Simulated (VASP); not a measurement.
Wanted: the native input for a VASP 6.6.1 run.

```
Task                   : single point
Functional             : r2SCAN
Potentials or basis    : VASP PAW PBE potentials, release 64 (Cu, O)
Cutoff                 : 520 eV
k mesh                 : 10 × 10 × 10
Occupations            : fermi-dirac, width 0.05 eV
Spin                   : no spin polarisation
Further INCAR settings : ALGO = Normal; EDIFF = 1e-06
```

The structure of CuO lies in POSCAR:

```
CuO
1.0
    0.0000000000      2.3272527300      2.3272527300
    2.3272527300      0.0000000000      2.3272527300
    2.3272527300      2.3272527300      0.0000000000
Cu O
1 1
Direct
    0.0000000000      0.0000000000      0.0000000000
    0.2500000000      0.2500000000      0.2500000000
```

Measurements of this composition are mostly on another form, of space group No. 15.

The input as run:

INCAR

```
SYSTEM = CuO
  PREC = Accurate
  ENCUT = 520
  EDIFF = 1E-6
  ISMEAR = -1
  SIGMA = 0.05
  LREAL = .False.
  LASPH = .True.
  NELM = 60
  ALGO = Normal
  ISIF = 2
  LWAVE = .False.
  LCHARG = .False.
  METAGGA = R2SCAN
  LMIXTAU = .True.
```

KPOINTS

```
Automatic mesh
0
Gamma
  10 10 10
  0 0 0
```

Potentials or basis: VASP PAW PBE potentials, release 64 (Cu, O).

Launch:

```bash
$ cat potpaw_PBE.64/Cu/POTCAR potpaw_PBE.64/O/POTCAR > POTCAR
$ mpirun -np 1 vasp_std > vasp.out
```

It gave:

* Pressure: -14.5 GPa
* Band gap on the k mesh: none (metal or under the smearing width)

Caveat: the PAW data sets were made with another functional, which shifts forces and pressure a little; an odd number of electrons without spin polarisation forces a metal; a magnetic or distorted state may lie lower; the run has no spin polarisation, though such a crystal can be magnetic; semilocal functionals often make such compounds metallic where correlation or magnetic order opens a gap, which also shifts bond lengths.

It took 28 s on 1 thread of Intel(R) Xeon(R) Platinum 8488C (Sapphire Rapids), on a shared host, peak memory 0.15 GiB.
